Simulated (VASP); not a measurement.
A run of VASP 6.6.1:

INCAR

```
SYSTEM = Si2Mo
PREC = Accurate
ENCUT = 520
EDIFF = 1E-6
ISMEAR = -1
SIGMA = 0.05
LREAL = .FALSE.
LASPH = .TRUE.
NELM = 60
ALGO = Normal
ISIF = 2
LWAVE = .FALSE.
LCHARG = .FALSE.
LDIPOL = .TRUE.
IDIPOL = 3
DIPOL = 0.5 0.5 0.500
GGA = B5
ALDAX = 1.0
AGGAX = 1.0
AGGAC = 1.0
ALDAC = 0.0
IBRION = 2
NSW = 40
EDIFFG = -0.01
```

The input KPOINTS:

```
regular mesh
0
G
  6 6 1
  0 0 0
```

Contents of POSCAR:

```
Si2Mo
1.0
    3.2000000000      0.0000000000      0.0000000000
    0.0000000000      3.2000000000      0.0000000000
    0.0000000000      0.0000000000     25.4865740000
Si Mo
6 3
Selective dynamics
Direct
    0.0000000000      0.0000000000      0.2942725845  F F F
    0.0000000000      0.0000000000      0.3972905107  F F F
    0.5000000000      0.5000000000      0.4484910369  F F F
    0.5000000000      0.5000000000      0.5515089631  T T T
    0.0000000000      0.0000000000      0.6027094893  T T T
    0.0000000000      0.0000000000      0.7057274155  T T T
    0.5000000000      0.5000000000      0.3457815476  F F F
    0.0000000000      0.0000000000      0.5000000000  T T T
    0.5000000000      0.5000000000      0.6542184524  T T T
```

Potentials or basis: VASP PAW PBE potentials, release 64 (Si, Mo_sv).

Command:

```console
$ cat potpaw_PBE.64/Si/POTCAR potpaw_PBE.64/Mo_sv/POTCAR > POTCAR
$ mpirun -np 1 vasp_std > vasp.out
```

Hardware: 1 thread of Intel(R) Xeon(R) 6975P-C (Granite Rapids), on a shared host.

Estimate the wall time of this run.

Wall time 12 min on 1 thread of Intel(R) Xeon(R) 6975P-C (Granite Rapids), on a shared host, peak memory 0.37 GiB. Counts: scf iterations 153, k points 10, ion steps 12.
